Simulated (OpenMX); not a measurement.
## CuO (Tenorite) under changes of volume

One of the cells (10.163 Å³/atom); the others are scaled copies at fixed shape and fractional positions:

```xyz
4
Lattice="2.3447 -1.7134 0.0000 2.3447 1.7134 0.0000 -0.8606 0.0000 5.0594" Properties=species:S:1:pos:R:3 pbc="T T T"
Cu    0.7420   -0.8457    2.5297
Cu    1.1723    0.8457    0.0000
O     1.6421    0.2841    3.8133
O     2.0724   -0.2841    1.2836
```

- Program: OpenMX 3.8.5
- Functional: PBE
- Potentials or basis: OpenMX 2013 PBE set, Cu6.0H-s2p2d1, O6.0-s2p2, fixed grid of 36 × 36 × 70 points
- k mesh: 11 × 11 × 5
- Occupations: fermi-dirac, width 0.05 eV
- Spin: no spin polarisation

```tsv
volume (Å³/atom)	energy over the lowest point (meV/atom)	largest force (eV/Å)
9.553	?	?
9.756	45.81	1.131
9.959	26.27	0.999
10.163	12.56	0.947
10.366	4.01	0.929
10.569	0.00	0.818
10.772	0.18	0.773
```

**Question.** What does the run at 9.553 Å³/atom give?

**Answer.** Energy over the lowest point 71.71 meV/atom; largest force 1.155 eV/Å.

Worked out: A Birch-Murnaghan fit of order 3 (a polynomial in V^(-2/3)) to the other rows has its minimum at 10.66 Å³/atom with B0 = V·E''(V) = 161 GPa and B' = 5.0 at fixed shape and positions, which overstates the stiffness. It gives 71.79 meV/atom at 9.553 Å³/atom, against the run's 71.71.

Energies are extrapolated to zero smearing.

Caveats: the transition metal has a single d function, too few for pressures, volumes and moments; the basis of atomic orbitals isn't converged, which shifts pressures, moduli and gaps; the run has no spin polarisation, though such a crystal can be magnetic; forces of over 1 eV/Å show positions far from the minimum, so gaps and moduli don't describe the material at rest (some runs).
